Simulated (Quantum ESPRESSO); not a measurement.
A run of Quantum ESPRESSO 7.5 is set up as follows.

The input pw.in:

```
&CONTROL
  calculation = 'vc-relax'
  prefix = 'pwscf'
  outdir = './tmp'
  pseudo_dir = './pseudo'
  tprnfor = .true.
  tstress = .true.
  disk_io = 'low'
  nstep = 40
  forc_conv_thr = 0.0004
  etot_conv_thr = 1d-05
/
&SYSTEM
  ibrav = 0
  celldm(1) = 8
  nat = 2
  ntyp = 1
  ecutwfc = 45
  ecutrho = 360
  nbnd = 19
  occupations = 'smearing'
  smearing = 'fd'
  degauss = 0.00367493
/
&ELECTRONS
  conv_thr = 4d-10
  electron_maxstep = 120
  mixing_beta = 0.5
/
&IONS
  ion_dynamics = 'bfgs'
/
&CELL
  cell_dynamics = 'bfgs'
  press = 0
  press_conv_thr = 0.3
/
ATOMIC_SPECIES
Zr    91.2240 zr_pbesol_v1.uspp.F.UPF
CELL_PARAMETERS alat
  0.7634493543488   0.0000000000000   0.0000000000000
 -0.3817246771744   0.6611665353615   0.0000000000000
  0.0000000000000   0.0000000000000   1.2158025454311
ATOMIC_POSITIONS crystal
Zr     0.6666666667    0.3333333333    0.7500000000
Zr     0.3333333333    0.6666666667    0.2500000000
K_POINTS automatic
9 9 5 0 0 0
```

Potentials or basis: GBRV 1.5 PBEsol.

Command:

```bash
$ OMP_NUM_THREADS=1 mpirun -n 2 pw.x -nk 2 -in pw.in > pw.out
```

Estimate the relaxed volume.

22.46 Å³/atom.

Estimate the space group after relaxing (to 0.05 Å).

P6_3/mmc (No. 194).

What does it give for the band gap on the k mesh?

None (metal or under the smearing width).

Final structure:
```
Zr
1.0
     3.18162    0.00000    0.00000
    -1.59081    2.75536    0.00000
     0.00000    0.00000    5.12492
Zr
2
Direct
  0.66667 0.33333 0.75000
  0.33333 0.66667 0.25000
```
